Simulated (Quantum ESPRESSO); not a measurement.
The system is CoO.

```xyz
2
Lattice="-1.5080 1.5080 2.1073 1.5080 -1.5080 2.1073 1.5080 1.5080 -2.1073" Properties=species:S:1:pos:R:3 pbc="T T T"
Co    0.0000    0.0000    0.0000
O     0.0000    0.0000    2.1073
```

Program: Quantum ESPRESSO 7.5. Alike in all runs: task single point; potentials or basis PseudoDojo 0.4.1 SR PBEsol standard; spin collinear, ferromagnetic start; Co d U = 2 eV; cell as given; k mesh 9 × 9 × 9; cutoff (eV) 1306; smearing gaussian 0.05 eV.

Problem. Order these runs on this cell by their pressure, lowest first.
A. level PBE+U
B. level LDA+U; form of the LDA correlation PZ81
C. level PBEsol+U
D. level revPBE+U
E. level RPBE+U

Solution. B (-16.5 GPa), C (-7.6 GPa), A (1.3 GPa), D (5.5 GPa), E (7.1 GPa).

Caveats: a cell with one magnetic atom can't hold antiferromagnetic order, which such compounds often take; the potentials were made for another functional, which shifts forces and pressure (some runs).
